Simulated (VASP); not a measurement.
# Cu2O (Cuprite): relaxation of the atoms with PBEsol

Cu2O (Cuprite):

```
CELL_PARAMETERS angstrom
4.25915 0.00000 0.00000
0.00000 4.25915 0.00000
0.00000 0.00000 4.25915
ATOMIC_POSITIONS crystal
Cu 0.25000 0.25000 0.25000
Cu 0.25000 0.75000 0.75000
Cu 0.75000 0.75000 0.25000
Cu 0.75000 0.25000 0.75000
O 0.00000 0.00000 0.00000
O 0.50000 0.50000 0.50000
```

The cell isn't the ideal one: a relaxed cell with its volume scaled by 1.02.

- Program: VASP 6.6.1
- Task: relaxation of the atoms
- Functional: PBEsol
- Potentials or basis: VASP PAW PBE potentials, release 64 (Cu, O)
- Cutoff: 600 eV
- k mesh: 6 × 6 × 6
- Occupations: gaussian, width 0.03 eV
- Spin: no spin polarisation
- Further INCAR settings: ALGO = Normal; EDIFF = 1e-07; IBRION = 2; EDIFFG = -0.01; NSW = 40

```
Pressure after relaxing : -2.4 GPa
Band gap on the k mesh  : 0.51 eV, direct
```

Final structure:
```
CELL_PARAMETERS angstrom
4.25915 0.00000 0.00000
0.00000 4.25915 0.00000
0.00000 0.00000 4.25915
ATOMIC_POSITIONS crystal
Cu 0.25000 0.25000 0.25000
Cu 0.25000 0.75000 0.75000
Cu 0.75000 0.75000 0.25000
Cu 0.75000 0.25000 0.75000
O 0.00000 0.00000 0.00000
O 0.50000 0.50000 0.50000
```

Levels at points of the mesh, in eV from the valence-band top:
| k point | band 25 | band 26 | band 27 | band 28 | band 29 | band 30 | band 31 | band 32 |
| --- | --- | --- | --- | --- | --- | --- | --- | --- |
| (0.00, 0.00, 0.00) | -1.57 | 0.00 | 0.00 | 0.00 | 0.51 | 1.18 | 1.18 | 7.91 |
| (0.50, 0.00, 0.00) | -1.19 | -1.19 | -0.40 | -0.40 | 2.24 | 2.24 | 4.19 | 4.19 |
| (0.50, 0.50, 0.00) | -1.21 | -1.21 | -0.66 | -0.66 | 1.87 | 1.87 | 3.83 | 3.83 |
| (0.50, 0.50, 0.50) | -1.01 | -0.57 | -0.57 | -0.57 | 2.40 | 2.40 | 2.40 | 4.86 |

It took 18 s on 2 MPI ranks on Intel(R) Xeon(R) 6975P-C (Granite Rapids), on a shared host, peak memory 0.21 GiB a rank.

Caveat: the relaxation stopped at its first step, so nothing moved; the PAW data sets were made with another functional, which shifts forces and pressure a little. A k mesh can miss the band edges.
